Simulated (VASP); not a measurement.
A run of VASP 6.6.1 is set up as follows.

File run.py:

```python
from ase.calculators.vasp import Vasp
from ase.dft.bandgap import bandgap
from ase.spacegroup import crystal

atoms = crystal(
    ['S', 'Mg'],
    basis=[[0.25, 0.25, 0.75], [0.0, 0.0, 0.0]],
    spacegroup=216,
    setting=1,
    cellpar=[5.66624009, 5.66624009, 5.66624009, 90.0, 90.0, 90.0],
    primitive_cell=True,
)
calc = Vasp(
    directory='calc',
    xc='pbe',
    pp='PBE',
    setups='minimal',
    prec='Accurate',
    encut=500,
    ediff=1e-06,
    ismear=0,
    sigma=0.02,
    lreal=False,
    lasph=True,
    nelm=60,
    algo='Fast',
    isif=2,
    lwave=False,
    lcharg=False,
    kpts=[8, 8, 8],
    gamma=True,
)
atoms.calc = calc

print('energy (eV):', atoms.get_potential_energy())
print('free energy (eV):', atoms.get_potential_energy(force_consistent=True))
print('forces (eV/A):')
print(atoms.get_forces())
print('stress (eV/A^3, Voigt):', atoms.get_stress())
print('Fermi level (eV):', calc.get_fermi_level())
gap, top, bottom = bandgap(calc)
print('band gap (eV):', gap, 'from (spin, k, band)', top, 'to', bottom)
```

Potentials or basis: VASP PAW PBE potentials, release 64 (S, Mg).

Launch:

```console
$ python run.py
```

(1) Estimate the pressure.

(2) Predict the band gap on the k mesh.

Answers

(1) 0.8 GPa.

(2) 3.45 eV, direct.
